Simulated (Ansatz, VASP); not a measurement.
**One calculation of Ta, two programs**

```
Ta
1.0
    -1.65978    1.65978    1.65978
     1.65978   -1.65978    1.65978
     1.65978    1.65978   -1.65978
Ta
1
Direct
  0.00000 0.00000 0.00000
```

Alike in both runs: functional PBE; k mesh 18 × 18 × 18; occupations fermi-dirac, width 0.08 eV; no spin polarisation.

Ansatz relaxed the structure, and its values are those at the end. VASP's run is a single point on that final structure, the one shown.

|  | VASP | Ansatz |
| --- | --- | --- |
| version | VASP 6.6.1 | Ansatz 0.2.0 |
| potentials or method | VASP PAW PBE potentials, release 64 (Ta_pv) | PAW with Ansatz's default frozen-core files, scalar-relativistic |
| plane-wave cutoff (eV) | 520 | 420 |
| valence electrons in the cell | 11 | 13 |

|  | VASP | Ansatz | Ansatz less VASP |
| --- | --- | --- | --- |
| pressure (GPa) | 0.1 | 0.0 | -0.09 |

The two sets of potentials don't hold the same shells in valence.

Spin-orbit coupling is left out, which matters for the levels of Ta.
